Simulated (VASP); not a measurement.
## Cu: density of states with r2SCAN+D3(BJ)

The system is Cu.

```
CELL_PARAMETERS angstrom
-1.44279 1.44279 1.37608
1.44279 -1.44279 1.37608
1.44279 1.44279 -1.37608
ATOMIC_POSITIONS crystal
Cu 0.00000 0.00000 0.00000
```

This isn't the form of Cu at room conditions, which is fcc.

| Quantity | Value |
| --- | --- |
| Program | VASP 6.6.1 |
| Task | density of states |
| Functional | r2SCAN |
| Dispersion | D3(BJ) |
| Potentials or basis | VASP PAW PBE potentials, release 54 (Cu) |
| Cutoff | 500 eV |
| k mesh | 16 × 16 × 16 |
| Occupations | fermi-dirac, width 0.2 eV |
| Spin | no spin polarisation |
| Further INCAR settings | ALGO = Normal; EDIFF = 1.00e-06 |

```json
{
 "Pressure": "-2.6 GPa",
 "Band gap on the k mesh": "none (metal or under the smearing width)",
 "Valence electrons inside the program's atomic spheres": "Cu 10.09",
 "Dispersion energy per atom": "-0.283 eV"
}
```

Levels at points of the mesh, in eV from the Fermi level:
```
           k point  band 3  band 4  band 5  band 6  band 7  band 8  band 9
(0.00, 0.00, 0.00)   -3.25   -3.25   -2.38   -2.18   25.84   25.84   27.16
(0.50, 0.00, 0.00)   -2.29   -2.07   -1.47   -0.56    4.94   18.12   18.40
(0.50, 0.50, 0.00)   -2.45   -2.21   -1.50   -0.95    4.40   19.39   19.88
(0.50, 0.50, 0.50)   -1.68   -1.68   -1.62    8.17    8.17   10.11   13.71
```

States per cell in windows of 1 eV (zero at the Fermi level; states under -8 eV left out):
```tsv
from (eV)	total	Cu1_d	Cu1_p	Cu1_s
-8.0	0.12	0.01	0.01	0.06
-7.0	0.23	0.04	0.03	0.08
-6.0	0.60	0.32	0.05	0.10
-5.0	1.64	1.30	0.07	0.07
-4.0	2.96	2.60	0.11	0.02
-3.0	3.15	3.00	0.05	0.01
-2.0	1.78	1.69	0.03	0.02
-1.0	0.38	0.24	0.06	0.03
0.0	0.26	0.11	0.07	0.03
1.0	0.24	0.09	0.07	0.02
2.0	0.17	0.05	0.06	0.01
3.0	0.16	0.05	0.06	0.01
4.0	0.15	0.04	0.04	0.03
5.0	0.29	0.08	0.05	0.08
6.0	0.35	0.09	0.09	0.08
7.0	0.30	0.06	0.09	0.07
```

Wall time 66 s on 1 thread of Intel(R) Xeon(R) 6975P-C (Granite Rapids) (shared host), peak memory 0.15 GiB.

Caveat: the PAW data sets were made with another functional, which shifts forces and pressure a little; pairwise dispersion overbinds metals, which lowers pressure and volume.
